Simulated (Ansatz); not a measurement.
# ZrB2 (AlB2 type): equation of state

One table from this session's results is given with a row withheld; the runs are named, their logs left out.

Computed with Ansatz 0.2.0 (DFT PBE, scalar-relativistic, plane waves, PAW, unless a step's input says otherwise).

1 further run of the same task is left out (set aside as unsound or not needed).

## The starting structure

The structure is hexagonal, space group P6/mmm (No. 191). Conventional cell: a = 3.171 Å, b = 3.171 Å, c = 3.543 Å, α = 90.00°, β = 90.00°, γ = 120.00°. Around Zr (site symmetry 6/mmm) lie 12 B at 2.55 Å. B (site symmetry -6m2) has 3 B at 1.83 Å and 6 Zr at 2.55 Å as nearest neighbours.

As a file:

```cif
data_structure
_symmetry_space_group_name_H-M 'P 1'
_symmetry_Int_Tables_number 1
_cell_length_a 3.1710
_cell_length_b 3.1710
_cell_length_c 3.5428
_cell_angle_alpha 90.000
_cell_angle_beta 90.000
_cell_angle_gamma 120.000
_cell_volume 30.85
loop_
_atom_site_label
_atom_site_type_symbol
_atom_site_fract_x
_atom_site_fract_y
_atom_site_fract_z
_atom_site_occupancy
Zr1 Zr 0.00000 0.00000 0.00000 1
B1 B 0.33333 0.66667 0.50000 1
B2 B 0.66667 0.33333 0.50000 1
```

This cell comes from an earlier session at PBE: 10.283 Å³/atom at -0.02 GPa, on a 12×12×10 mesh.

Volume factors to run: 0.980, 1.020, 0.960, 1.040, 1.070, 1.100, 0.945.

Set-up of the first run:

The input, input.yaml:

```yaml
crystal:
  lattice:
    - [3.1496758635, 0.0, 0.0]
    - [-1.5748379317, 2.7276993115, 0.0]
    - [0.0, 0.0, 3.5190150801]
  atoms:
    - { symbol: Zr, position: [0.0, 0.0, 0.0] }
    - { symbol: B, position: [0.3333333333, 0.6666666667, 0.5] }
    - { symbol: B, position: [0.6666666667, 0.3333333333, 0.5] }
basis:
  ecutwfc: 420
  ecutrho_ratio: 4
kpoints:
  mp_grid: { grid: [12, 12, 10] }
hamiltonian:
  xc: pbe
scf:
  occupations: { method: gaussian, width: 0.05 }
output:
  forces: true
  stress: true
  eigenvalues: true
relax:
  f_tol: 0.01
  max_steps: 40
  cell: { stress_tol: 0.1, fix: [volume] }
```

Started as:

```sh
$ ansatz run input.yaml --threads 2 --pin off --max-ram 2662MiB --backend cpu --events-out ev --progress --plain --runs-dir out
```

Among the steps run: At 0.980 of the relaxed volume; Scaling the volume by 1.020; Scaling the volume by 0.960; Scaling the volume by 1.040; At 1.070 of the relaxed volume; At 1.100 of the relaxed volume; Scaling the volume by 0.945.

One table of the session follows, with a row left open; its other results are not shown here.

It belongs to the step «Energy and pressure against volume». 

| volume (Å³/atom) | energy (meV/atom) | pressure (GPa) |
| --- | --- | --- |
| 9.718 | 25.28 | 15.02 |
| 9.872 | 13.02 | 10.50 |
| 10.078 | 3.14 | 4.98 |
| 10.283 | 0.00 | -0.02 |
| 10.489 | 2.98 | -4.54 |
| 10.695 | ? | ? |
| 11.003 | 33.49 | -14.08 |
| 11.312 | 65.22 | -18.77 |

**Question.** Estimate the row for volume (Å³/atom) = 10.695.

Worked estimate for «energy (meV/atom)». A straight line through the neighbours (10.489, 2.98) and (11.003, 33.49) gives 2.98 + (33.49 − 2.98) × (10.695 − 10.489) / (11.003 − 10.489) = 15.21; a parabola fitted to 4 rows on both sides gives 11.77.

As computed: energy (meV/atom): 11.48; pressure (GPa): -8.65. In «energy (meV/atom)» the line misses by +3.73 and the parabola by +0.29.
